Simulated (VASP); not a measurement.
HfO2:

```xyz
6
Lattice="3.5509 0.0000 0.0000 0.0000 3.5509 0.0000 0.0000 0.0000 5.1294" Properties=species:S:1:pos:R:3 pbc="T T T"
Hf    1.7755    1.7755    2.5647
Hf    0.0000    0.0000    0.0000
O     0.0000    1.7755    3.6031
O     1.7755    3.5509    4.0909
O     1.7755    0.0000    1.5262
O     0.0000    1.7755    1.0384
```

Measurements of this composition are mostly on another form, of space group No. 14.

Base run:

- Program: VASP 6.6.1
- Functional: TB-mBJ
- Potentials or basis: VASP PAW PBE potentials, release 64 (Hf_pv, O)
- Cutoff: 520 eV
- k mesh: 6 × 6 × 6
- Occupations: gaussian, width 0.02 eV
- Spin: no spin polarisation

Its results: band gap on the k mesh 6.41 eV, indirect (least direct gap 6.47 eV).

**Question.** The run is repeated on the same cell with these changes: functional from TB-mBJ to PBEsol. What comes out?

**Answer.** Band gap on the k mesh 4.59 eV, indirect (least direct gap 4.68 eV).

Caveats: spin-orbit coupling is left out, which moves the levels of the heavy elements.
